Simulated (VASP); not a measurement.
# AlN (Cmmm) in VASP: notebook

The runs below take AlN through single point, with PBE.

Everything below comes from runs of VASP 6.6.1. Logs are shortened: lines on timing, memory, paths and dates and some standing lists are left out, and cuts for length are marked.

### Step 1. The cell of the first run

The structure is orthorhombic, space group Cmmm (No. 65). Conventional cell: a = 5.928 Å, b = 8.389 Å, c = 2.953 Å, α = 90.00°, β = 90.00°, γ = 90.00°. Al (site symmetry mmm) is surrounded by 2 N at 1.73 Å. Al (site symmetry mmm) has 4 N at 1.92 Å as nearest neighbours. N (site symmetry 2mm) has 3 Al at 1.73 to 1.92 Å as nearest neighbours.

The cell was built by a generator and needn't be a form met in nature.

### Step 2. Single point, PBE, collinear spin, typed start (ordered vacancies on the anion sites of rutile (Cmmm, No. 65))

INCAR

```
SYSTEM = AlN
PREC = Accurate
ENCUT = 520
EDIFF = 1E-7
ISMEAR = 0
SIGMA = 0.1
LREAL = .False.
LASPH = .True.
NELM = 150
ALGO = Fast
ISIF = 2
LWAVE = .False.
LCHARG = .False.
ISPIN = 2
MAGMOM = 0 0 1 1
LORBIT = 11
GGA = PE
NBANDS = 20
```

KPOINTS

```
regular mesh
0
Gamma
  4 4 6
  0 0 0
```

POSCAR

```
AlN
1.0
    2.9640642880     -4.1945183200      0.0000000000
    2.9640642880      4.1945183200      0.0000000000
    0.0000000000      0.0000000000      2.9533011419
Al N
2 2
Direct
    0.0000000000      0.0000000000      0.0000000000
    0.5000000000      0.5000000000      0.5000000000
    0.7082178768      0.7082178768      0.0000000000
    0.2917821232      0.2917821232      0.0000000000
```

Potentials or basis: VASP PAW PBE potentials, release 64 (Al, N).

Run with:

```sh
> cat potpaw_PBE.64/Al/POTCAR potpaw_PBE.64/N/POTCAR > POTCAR
> mpirun -np 1 vasp_std > vasp.out
```

OUTCAR:

```text
SYSTEM = AlN
   PREC = Accurate
   ENCUT = 520
   EDIFF = 1E-7
   ISMEAR = 0
   LREAL = .False.
   LASPH = .True.
   NELM = 150
   ISIF = 2
   ISPIN = 2
   LORBIT = 11
   GGA = PE

 ion  position               nearest neighbor table
   1  0.000  0.000  0.000-   3 1.73   4 1.73   2 3.31   2 3.31   2 3.31   2 3.31
   2  0.500  0.500  0.500-   3 1.92   4 1.92   3 1.92   4 1.92   1 3.31   1 3.31   1 3.31   1 3.31

   3  0.708  0.708  0.000-   1 1.73   2 1.92   2 1.92
   4  0.292  0.292  0.000-   1 1.73   2 1.92   2 1.92

  LATTYP: Found a base centered orthorhombic cell.
 ALAT       =     5.9281285760
 B/A-ratio  =     1.4151239354
 C/A-ratio  =     0.4981843940

  Lattice vectors:

 A1 = (   2.9640642880,  -4.1945183200,   0.0000000000)
 A2 = (   2.9640642880,   4.1945183200,   0.0000000000)
 A3 = (   0.0000000000,   0.0000000000,   2.9533011419)

Analysis of symmetry for initial positions (statically):
=====================================================================
 Subroutine PRICEL returns:
 Original cell was already a primitive cell.

 Routine SETGRP: Setting up the symmetry group for a
 base centered orthorhombic supercell.

 Subroutine GETGRP returns: Found  8 space group operations
 (whereof  8 operations were pure point group operations)
 out of a pool of  8 trial point group operations.

The static configuration has the point symmetry D_2h.

Analysis of symmetry for dynamics (positions and initial velocities):
=====================================================================
 Subroutine PRICEL returns:
 Original cell was already a primitive cell.

 Routine SETGRP: Setting up the symmetry group for a
 base centered orthorhombic supercell.

 Subroutine GETGRP returns: Found  8 space group operations
 (whereof  8 operations were pure point group operations)
 out of a pool of  8 trial point group operations.

The dynamic configuration has the point symmetry D_2h.

Analysis of structural, dynamic, and magnetic symmetry:
=====================================================================
 Subroutine PRICEL returns:
 Original cell was already a primitive cell.

 Routine SETGRP: Setting up the symmetry group for a
 base centered orthorhombic supercell.

 Subroutine GETGRP returns: Found  8 space group operations
 (whereof  8 operations were pure point group operations)
 out of a pool of  8 trial point group operations.

The overall configuration has the point symmetry D_2h.

 Subroutine INISYM returns: Found  8 space group operations
 (whereof  8 operations are pure point group operations),
 and found     1 'primitive' translations

----------------------------------------------------------------------------------------

                                     Primitive cell

  volume of cell :      73.4357

  direct lattice vectors                    reciprocal lattice vectors
     2.964064288 -4.194518320  0.000000000     0.168687299 -0.119203199  0.000000000
     2.964064288  4.194518320  0.000000000     0.168687299  0.119203199  0.000000000
     0.000000000  0.000000000  2.953301142     0.000000000  0.000000000  0.338604142

  length of vectors
     5.136113418  5.136113418  2.953301142     0.206554611  0.206554611  0.338604142

  position of ions in fractional coordinates (direct lattice)
     0.000000000  0.000000000  0.000000000
     0.500000000  0.500000000  0.500000000
     0.708217877  0.708217877  0.000000000
     0.291782123  0.291782123  0.000000000

  ion indices of the primitive-cell ions
   primitive index   ion index
                 1           1
                 2           2
                 3           3
                 4           4

----------------------------------------------------------------------------------------

 KPOINTS: regular mesh

Automatic generation of k-mesh.
 Grid dimensions read from file:
 generate k-points for:    4    4    6

 Generating k-lattice:

  Cartesian coordinates                     Fractional coordinates (reciprocal lattice)
     0.042171825 -0.029800800  0.000000000     0.250000000  0.000000000  0.000000000
     0.042171825  0.029800800  0.000000000     0.000000000  0.250000000  0.000000000
     0.000000000  0.000000000  0.056434024     0.000000000  0.000000000  0.166666667

  Length of vectors
     0.051638653  0.051638653  0.056434024

  Shift w.r.t. Gamma in fractional coordinates (k-lattice)
     0.000000000  0.000000000  0.000000000

 Subroutine IBZKPT returns following result:
 ===========================================

 Found     28 irreducible k-points:

 Following reciprocal coordinates:
            Coordinates               Weight
  0.000000  0.000000  0.000000      1.000000
  0.250000  0.000000  0.000000      4.000000
  0.500000  0.000000  0.000000      2.000000
  0.250000  0.250000  0.000000      2.000000
  0.500000  0.250000  0.000000      4.000000
 -0.250000  0.250000  0.000000      2.000000
[... 16 lines left out ...]
  0.250000  0.000000  0.500000      4.000000
  0.500000  0.000000  0.500000      2.000000
 [... further k-points ...]
   k-points           NKPTS =     28   k-points in BZ     NKDIM =     28   number of bands    NBANDS=     20
   number of dos      NEDOS =    301   number of ions     NIONS =      4
   total plane-waves  NPLWV =  38400
   dimension x,y,z NGX =    40 NGY =   40 NGZ =   24
   dimension x,y,z NGXF=    80 NGYF=   80 NGZF=   48
   ions per type =               2   2
   NGX,Y,Z   is equivalent  to a cutoff of  12.95, 12.95, 13.51 a.u.
   NGXF,Y,Z  is equivalent  to a cutoff of  25.89, 25.89, 27.02 a.u.
 SYSTEM =  AlN
   PREC   = accura    normal or accurate (medium, high low for compatibility)
   ISTART =      0    job   : 0-new  1-cont  2-samecut
   ICHARG =      2    charge: 1-file 2-atom 10-const
   ISPIN  =      2    spin polarized calculation?
   LNONCOLLINEAR =      F non collinear calculations
   LSORBIT =      F    spin-orbit coupling
   LASPH  =      T    aspherical Exc in radial PAW
   ENCUT  =  520.0 eV  38.22 Ry    6.18 a.u.   9.55  9.55  5.49*2*pi/ulx,y,z
   NELM   =    150;   NELMIN=  2; NELMDL= -5     # of ELM steps
   EDIFF  = 0.1E-06   stopping-criterion for ELM
   LREAL  =      F    real-space projection
   EDIFFG = 0.1E-05   stopping-criterion for IOM
   NSW    =      0    number of steps for IOM
   IBRION =     -1    ionic relax: 0-MD 1-quasi-New 2-CG
   NFREE  =      0    steps in history (QN), initial steepest desc. (CG)
   ISIF   =      2    stress and relaxation
   ISYM   =      2    0-nonsym 1-usesym 2-fastsym
   POTIM  = 0.5000    time-step for ionic-motion
   TEBEG  =    0.0;   TEEND  =   0.0 temperature during run
   PSTRESS=    0.0 pullay stress
   NELECT =      16.0000    total number of electrons
   NUPDOWN=      -1.0000    fix difference up-down
   EMIN   =  10.00;   EMAX   =-10.00  energy-range for DOS
   EFERMI =   0.00;   METHOD = LEGACY
   ISMEAR =     0;   SIGMA  =   0.10  broadening in eV -4-tet -1-fermi 0-gaus
   EFERMI_NEDOS =   21; number of points for ismear=-14 and -15
   IALGO  =     68    algorithm
   IMIX   =      4    mixing-type and parameters
     AMIX     =   0.40;   BMIX     =  1.00
     AMIX_MAG =   1.60;   BMIX_MAG =  1.00
  volume/ion in A,a.u.               =      18.36       123.89
  Fermi-wavevector in a.u.,A,eV,Ry     =   0.985097  1.861563 13.203313  0.970416
  Thomas-Fermi vector in A             =   2.116379
   LORBIT       =     11    0 simple, 1 ext, 2 COOP (PROOUT), +10 PAW based schemes
   GGA     = PE    functional components
   LHFCALC =     F    Hartree Fock is set to
   AEXX    =    0.0000 exact exchange contribution
   IVDW    =     0    specifies the selected vdW correction
   LEPSILON=     F    determine dielectric tensor
   LRPA    =     F    only Hartree local field effects (RPA)
 spin polarized calculation
 RMM-DIIS sequential band-by-band and
 Gauss-broadening in eV      SIGMA  =   0.10
  energy-cutoff  :      520.00
  volume of cell :       73.44
 maximum number of plane-waves:      2008
 NGX is ok and might be reduce to    40
   NGX = 19   NGY = 19   NGZ = 11

 number of electron      16.0000000 magnetization      -0.0000001

 number of electron      16.0000000 magnetization       0.0000021

 Free energy of the ion-electron system (eV)
  ---------------------------------------------------
  ext. energy  EPLUGINS =         0.00000000
  ---------------------------------------------------
  free energy    TOTEN  =       -24.72956696 eV

  energy without entropy =      -24.72856160  energy(sigma->0) =      -24.72906428

 E-fermi :   2.1809     XC(G=0):  -8.1032

 val. band max:        2.0711853437   @ k =   0.0000   0.0000   0.0000
 cond. band min:       2.2438034326   @ k =   0.5000   0.5000   0.5000
 fundamental gap:      0.1726180890
 Fermi energy:         2.1809281021

 spin component 1

 k-point     1 :       0.0000    0.0000    0.0000
  band No.  band energies     occupation
      1     -12.4143      1.00000
      2     -10.7387      1.00000
      3      -4.3074      1.00000
      4      -0.2166      1.00000
      5       0.7921      1.00000
      6       0.8228      1.00000
[... 12 lines left out ...]
     19      17.3830      0.00000
[... 513 lines left out ...]
      4      -2.1897      1.00000
      5      -1.9289      1.00000
      6      -0.1529      1.00000
[... 12 lines left out ...]
     19      14.5962      0.00000
     20      15.1459      0.00000

 [... further k-points ...]

 spin component 2

 k-point     1 :       0.0000    0.0000    0.0000
  band No.  band energies     occupation
      1     -12.4143      1.00000
      2     -10.7386      1.00000
      3      -4.3074      1.00000
      4      -0.2166      1.00000
      5       0.7921      1.00000
      6       0.8228      1.00000
[... 12 lines left out ...]
     19      17.3929      0.00000
[... 513 lines left out ...]
      4      -2.1897      1.00000
      5      -1.9288      1.00000
      6      -0.1529      1.00000
[... 12 lines left out ...]
     19      14.5962      0.00000
     20      15.1459      0.00000

 [... further k-points ...]
[... 5 lines left out ...]
  --------------------------------------------------------------------------------------
  -------------------------------------------------------------------------------------
  Total        0.0731725      0.0973621     -0.0886351     -0.0000000      0.0000000      0.0000000
  in kB        1.5964332      2.1241890     -1.9337884     -0.0000000      0.0000000      0.0000000
  external PRESSURE =       0.5956113 kB  Pullay stress =       0.0000000 kB

 VOLUME and BASIS-vectors are now :
 -----------------------------------------------------------------------------
  energy-cutoff  :      520.00
  volume of cell :       73.44
      direct lattice vectors                 reciprocal lattice vectors
     2.964064288 -4.194518320  0.000000000     0.168687299 -0.119203199  0.000000000
     2.964064288  4.194518320  0.000000000     0.168687299  0.119203199  0.000000000
     0.000000000  0.000000000  2.953301142     0.000000000  0.000000000  0.338604142

 POSITION                                       TOTAL-FORCE (eV/Angst)
 -----------------------------------------------------------------------------------
      0.00000      0.00000      0.00000         0.000000     -0.000000      0.000000
      2.96406      0.00000      1.47665         0.000000      0.000000      0.000000
      4.19841      0.00000      0.00000        -0.026744     -0.000000      0.000000
      1.72972      0.00000      0.00000         0.026744     -0.000000     -0.000000
 -----------------------------------------------------------------------------------
    total drift:                                0.000000      0.000000     -0.000000

  FREE ENERGIE OF THE ION-ELECTRON SYSTEM (eV)
  ---------------------------------------------------
  free  energy   TOTEN  =       -24.7295669585 eV

  energy  without entropy=      -24.7285616007  energy(sigma->0) =      -24.72906428

 total charge

# of ion       s       p       d       tot
------------------------------------------
    1        0.450   0.439   0.000   0.888
    2        0.346   0.378   0.000   0.724
    3        1.256   2.516   0.000   3.772
    4        1.256   2.516   0.000   3.772
--------------------------------------------------
tot          3.308   5.849   0.000   9.156

 magnetization (x)

# of ion       s       p       d       tot
------------------------------------------
    1       -0.000  -0.000   0.000  -0.000
    2       -0.000  -0.000   0.000  -0.000
    3        0.000   0.000   0.000   0.000
    4        0.000   0.000   0.000   0.000
--------------------------------------------------
tot         -0.000   0.000   0.000  -0.000
```

Wall time 39 s (1 thread of Intel Xeon Platinum 8559C (Emerald Rapids), shared host); peak memory 0.23 GiB.

Results:

```yaml
Free_energy: -24.7296 eV
Pressure: 0.1 GPa
Largest_force: 0.027 eV/Å
Band_gap_on_the_k_mesh: none (metal or under the smearing width)
Net_moment: 0.00 μB per cell
Valence_electrons_inside_the_program's_atomic_spheres: Al 0.89, 0.72; N 3.77
```

Forces in eV/Å, atoms in the order of the input:
```
Al   0.000  0.000  0.000
Al   0.000  0.000  0.000
N   -0.027  0.000  0.000
N    0.027  0.000  0.000
```

Stress tensor (GPa, compression positive):
```
 0.16  0.00  0.00
 0.00  0.21  0.00
 0.00  0.00 -0.19
```

Levels at points of the mesh, in eV from the Fermi level:
Spin up:
| k point | band 5 | band 6 | band 7 | band 8 | band 9 | band 10 | band 11 | band 12 |
| --- | --- | --- | --- | --- | --- | --- | --- | --- |
| (0.00, 0.00, 0.00) | -1.39 | -1.36 | -0.98 | -0.26 | -0.11 | 1.88 | 4.42 | 7.67 |
| (0.50, 0.00, 0.00) | -2.59 | -2.00 | -0.90 | -0.36 | 2.05 | 2.99 | 5.53 | 5.57 |
| (0.50, 0.50, 0.00) | -1.36 | -0.96 | -0.74 | -0.27 | 1.07 | 3.79 | 4.75 | 5.89 |
| (0.00, 0.00, 0.50) | -3.58 | -1.15 | -0.98 | -0.30 | 1.15 | 4.29 | 5.32 | 5.38 |
| (0.50, 0.00, 0.50) | -4.11 | -2.33 | -1.19 | -0.61 | 2.07 | 4.62 | 4.92 | 5.69 |
| (0.50, 0.50, 0.50) | -3.67 | -1.83 | -0.97 | 0.06 | 0.77 | 2.97 | 5.48 | 6.41 |
Spin down:
```
           k point  band 4  band 5  band 6  band 7  band 8  band 9  band 10  band 11  band 12  band 13
(0.00, 0.00, 0.00)   -2.40   -1.39   -1.36   -0.98   -0.26   -0.11     1.88     4.42     7.67     8.53
(0.50, 0.00, 0.00)   -3.95   -2.59   -2.00   -0.90   -0.36    2.05     2.99     5.53     5.57     8.31
(0.50, 0.50, 0.00)   -3.65   -1.36   -0.96   -0.74   -0.27    1.07     3.79     4.75     5.89     6.41
(0.00, 0.00, 0.50)   -5.07   -3.58   -1.15   -0.98   -0.30    1.15     4.29     5.32     5.38     5.82
(0.50, 0.00, 0.50)   -4.37   -4.11   -2.33   -1.19   -0.61    2.07     4.62     4.92     5.69     6.29
(0.50, 0.50, 0.50)   -5.15   -3.67   -1.83   -0.97    0.06    0.77     2.97     5.48     6.41     7.68
```

### Step 3. Single point, PBE (ordered vacancies on the anion sites of rutile (Cmmm, No. 65))

INCAR

```
SYSTEM = AlN
PREC     = Accurate       ! precision mode
ENCUT    = 520            ! plane-wave cutoff, eV
EDIFF    = 1E-6           ! SCF threshold, eV
ISMEAR   = 0              ! smearing method
SIGMA    = 0.1            ! smearing width, eV
LREAL    = .False.        ! projectors in reciprocal space
LASPH    = .True.         ! aspherical terms in the spheres
NELM     = 100            ! most SCF steps
ALGO     = Normal         ! electronic algorithm
ISIF     = 2              ! what is computed and relaxed
LWAVE    = .False.        ! write WAVECAR
LCHARG   = .True.         ! write CHGCAR
GGA      = PE             ! functional
LELF     = .True.         ! ELF
LVHAR    = .True.       
NBANDS   = 16             ! bands
```

KPOINTS is that of step 2.

POSCAR

```
AlN
1.0
    3.2937596900     -3.2937596900      0.0000000000
    3.2937596900      3.2937596900      0.0000000000
    0.0000000000      0.0000000000      3.0277517600
Al N
2 2
Direct
    0.0000000000      0.0000000000      0.0000000000
    0.5000000000      0.5000000000      0.5000000000
    0.6950000000      0.3050000000      0.0000000000
    0.3050000000      0.6950000000      0.0000000000
```

Potentials or basis: VASP PAW PBE potentials, release 64 (Al, N).

Run with:

```sh
> cat potpaw_PBE.64/Al/POTCAR potpaw_PBE.64/N/POTCAR > POTCAR
> mpirun -np 1 vasp_std > vasp.out
```

Wall time 11 s (1 thread of Intel Xeon Platinum 8559C (Emerald Rapids), shared host); peak memory 0.18 GiB.

Results (log left out):

- Free energy: -23.3196 eV
- Pressure: -16.1 GPa
- Largest force: 1.148 eV/Å
- Band gap on the k mesh: none (metal or under the smearing width)

Forces in eV/Å, atoms in the order of the input:
```
Al   0.000  0.000  0.000
Al   0.000  0.000  0.000
N    0.000 -1.148  0.000
N    0.000  1.148  0.000
```

Stress tensor (GPa, compression positive):
```
 -1.47   0.00   0.00
  0.00 -40.65   0.00
  0.00   0.00  -6.23
```

Levels at points of the mesh, in eV from the Fermi level:
```csv
k point,band 6,band 7,band 8,band 9,band 10,band 11
"(0.00, 0.00, 0.00)",-1.68,-1.64,-1.07,-0.23,0.84,4.79
"(0.50, 0.00, 0.00)",-1.80,-0.94,-0.34,1.32,1.87,5.84
"(0.50, 0.50, 0.00)",-0.88,-0.36,-0.03,-0.01,3.83,4.37
"(0.00, 0.00, 0.50)",-1.44,-0.92,-0.45,0.52,2.13,3.71
"(0.50, 0.00, 0.50)",-2.91,-1.14,-0.53,0.38,3.95,4.00
"(0.50, 0.50, 0.50)",-2.41,-1.30,-0.72,0.52,2.02,3.36
```

Caveat: so large a pressure means that the cell lies far from this level's equilibrium, or that cutoff or potentials fall short; forces of over 1 eV/Å show positions far from the minimum, so gaps and moduli don't describe the material at rest.
